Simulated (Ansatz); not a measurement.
# Carbon, simple cubic: r²SCAN0 at the r²SCAN geometry

Aim: see what exact exchange does to the levels, and what it costs. Spin polarisation is left out. The geometry was relaxed under r²SCAN beforehand and is kept. Exact exchange is dear, so the k-mesh is coarse, and r²SCAN is run on the same mesh for comparison.

Method: DFT, plane waves (500 eV) with PBE-made PAW files, scalar-relativistic; functionals as named at each step, in Ansatz 0.2.0.

### 1 The starting structure

The structure is cubic, space group Pm-3m (No. 221). The conventional cell has a = 1.770 Å, b = 1.770 Å, c = 1.770 Å, α = 90.00°, β = 90.00°, γ = 90.00°. C (site symmetry m-3m) is surrounded by 6 C at 1.77 Å.

As a file:

```cif
data_structure
_symmetry_space_group_name_H-M 'P 1'
_symmetry_Int_Tables_number 1
_cell_length_a 1.7700
_cell_length_b 1.7700
_cell_length_c 1.7700
_cell_angle_alpha 90.000
_cell_angle_beta 90.000
_cell_angle_gamma 90.000
_cell_volume 5.54
loop_
_atom_site_label
_atom_site_type_symbol
_atom_site_fract_x
_atom_site_fract_y
_atom_site_fract_z
_atom_site_occupancy
C1 C 0.00000 0.00000 0.00000 1
```

### 2 r²SCAN on the coarse mesh

The run with r²SCAN.

Contents of input.yaml:

```yaml
crystal:
  lattice:
    - [1.7699689495, 0.0, 0.0]
    - [0.0, 1.7699689495, 0.0]
    - [0.0, 0.0, 1.7699689495]
  atoms:
    - { symbol: C, position: [0.0, 0.0, 0.0] }
hamiltonian:
  xc: r2scan
  pseudopotentials:
    kind: paw
    azcp:
      C: "pseudopotentials/C.paw.azcp"
basis:
  ecutwfc: 500
  fft_grid_basis: typed
kpoints:
  mp_grid: { grid: [9, 9, 9], shift: [0, 0, 0] }
magnetization:
  spin_polarized: false
scf:
  occupations: { method: fermi_dirac, width: 0.1 }
```

Started as:

```bash
$ ansatz run input.yaml --threads 4 --pin off --max-ram 8192MiB --backend cpu --events-out ev --progress --plain --runs-dir out
```

### 3 r²SCAN0 on the coarse mesh

The run with r²SCAN0.

Edit input.yaml of step 2 so:

```diff
@@ -8,3 +8,3 @@
 hamiltonian:
-  xc: r2scan
+  xc: r2scan0
   pseudopotentials:
@@ -22 +22,6 @@
   occupations: { method: fermi_dirac, width: 0.1 }
+output:
+  write_density: true
+  write_potential: true
+  elf: true
+  volumetric_format: npy
```

(Steps that only read results are left out.)

Q: Predict the outcome of this session. Wanted: r²SCAN: gap; r²SCAN0: gap; r²SCAN0: relative to graphite.

**Answer**, as computed:

| quantity | value |
| --- | --- |
| r²SCAN: gap | none (levels filled in part) |
| r²SCAN0: gap | none (levels filled in part) |
| r²SCAN0: SCF cycles, exchange loops | 15, 2 |
| r²SCAN0: CPU time over that of r²SCAN | 22 |
| r²SCAN0: relative to graphite | +3153 meV/atom |

In words: Neither r²SCAN nor r²SCAN0 shows a clean gap on this mesh. r²SCAN0 cost 22 times the CPU time of r²SCAN. The exchange operator of r²SCAN0 was renewed in 2 outer loops. The dense-mesh value adds +14.9 meV/atom, the change that r²SCAN shows between the coarse mesh and its own dense run (not shown). Under r²SCAN0 it lies 3153 meV/atom above graphite (computed apart in the same way); on such meshes a few tens of meV are uncertain for metals. The total energies in the logs cannot be compared from one functional to another.
